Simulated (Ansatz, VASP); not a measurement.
# Two plane-wave programs on Sr

```
CELL_PARAMETERS angstrom
-2.40442 2.40442 2.40442
2.40442 -2.40442 2.40442
2.40442 2.40442 -2.40442
ATOMIC_POSITIONS crystal
Sr 0.00000 0.00000 0.00000
```

Alike in both runs: functional r2SCAN; k mesh 12 × 12 × 12; occupations gaussian, width 0.1 eV; no spin polarisation.

Ansatz relaxed the structure, and its values are those at the end. VASP's run is a single point on that final structure, the one shown.

|  | VASP | Ansatz |
| --- | --- | --- |
| version | VASP 6.6.1 | Ansatz 0.2.0 |
| potentials or method | VASP PAW PBE potentials, release 64 (Sr_sv) | scalar-relativistic, plane waves, PAW |
| plane-wave cutoff (eV) | 520 | 500 |
| valence electrons in the cell | 10 | 10 |

|  | VASP | Ansatz | Ansatz less VASP |
| --- | --- | --- | --- |
| gap on the k mesh at the Fermi level (eV) | none | none | - |
| pressure (GPa) | 0.0 | 0.0 | -0.01 |

A gap of «none» marks a metal or a gap that the smearing closes. With one functional, cell and mesh, what is left measures potentials, basis and numerics.

Caveats: the PAW data sets were made with another functional, which shifts forces and pressure a little (VASP).
